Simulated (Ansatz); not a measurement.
**Ti in Ansatz: the effect of functional**

Crystal: Ti.

```
CELL_PARAMETERS angstrom
4.59762 0.00000 0.00000
-2.29881 3.98166 0.00000
0.00000 0.00000 2.84496
ATOMIC_POSITIONS crystal
Ti 0.66667 0.33333 0.50000
Ti 0.33333 0.66667 0.50000
Ti 0.00000 0.00000 0.00000
```

This isn't the form of Ti at room conditions, which is hcp.

The cell isn't the ideal one: volume scaled by 1.02.

Alike in all runs:

```yaml
Program: Ansatz 0.2.0
Task: single point
Potentials_or_basis: Ansatz PAW
k_mesh: 7 × 7 × 9
Occupations: fermi-dirac, width 0.05 eV
Spin: no spin polarisation
```

```csv
functional,cutoff,pressure (GPa)
LDA,420 eV (not typed: the program's choice for these potentials),-9.9
PBEsol,420 eV (not typed: the program's choice for these potentials),?
r2SCAN,500 eV (not typed: the program's choice for these potentials),-2.4
```

What does the run with functional PBEsol give?

Pressure -5.8 GPa.

Caveats: the PAW data sets come from PBE, with cores solved anew for the run's functional, which leaves a small shift of forces and pressure.
